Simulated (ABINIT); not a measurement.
Sb:

```
CELL_PARAMETERS angstrom
-1.57654 1.57654 2.71194
1.57654 -1.57654 2.71194
1.57654 1.57654 -2.71194
ATOMIC_POSITIONS crystal
Sb 0.00000 0.00000 0.00000
```

This isn't the form of Sb at room conditions, which is rhombohedral.

```yaml
Program: ABINIT 10.8.3 (patched build)
Task: relaxation of cell and atoms
Functional: PBEsol
Potentials_or_basis: PseudoDojo NC SR PBEsol v0.4.1 standard
Cutoff: 1088 eV
k_mesh: 9 × 9 × 9
Occupations: fermi-dirac, width 0.05 eV
Spin: no spin polarisation
```

At the start: pressure -1.1 GPa; volume 26.96 Å³/atom.

Q: Where does the relaxation end?

A: Over 8 steps the energy falls by 2.2 meV/atom and the volume is 26.58 Å³/atom (-1.4 %); space group I4/mmm (No. 139, to 0.05 Å).

Step by step:
```tsv
step	energy change (eV)	largest force (eV/Å)	pressure (GPa)	volume (Å³)
1	0.0000	0.0000	-1.08	26.96
2	-0.0006	0.0000	-0.87	26.87
3	-0.0019	0.0000	0.13	26.49
4	-0.0019	0.0000	0.09	26.50
5	-0.0021	0.0000	-0.10	26.60
6	-0.0022	0.0000	-0.08	26.61
7	-0.0022	0.0000	-0.02	26.59
8	-0.0022	0.0000	0.00	26.58
```

Final structure:
```cif
data_structure
_symmetry_space_group_name_H-M 'P 1'
_symmetry_Int_Tables_number 1
_cell_length_a 3.5103
_cell_length_b 3.5103
_cell_length_c 3.5103
_cell_angle_alpha 127.220
_cell_angle_beta 127.220
_cell_angle_gamma 77.893
_cell_volume 26.58
loop_
_atom_site_label
_atom_site_type_symbol
_atom_site_fract_x
_atom_site_fract_y
_atom_site_fract_z
_atom_site_occupancy
Sb1 Sb 0.00000 0.00000 0.00000 1
```
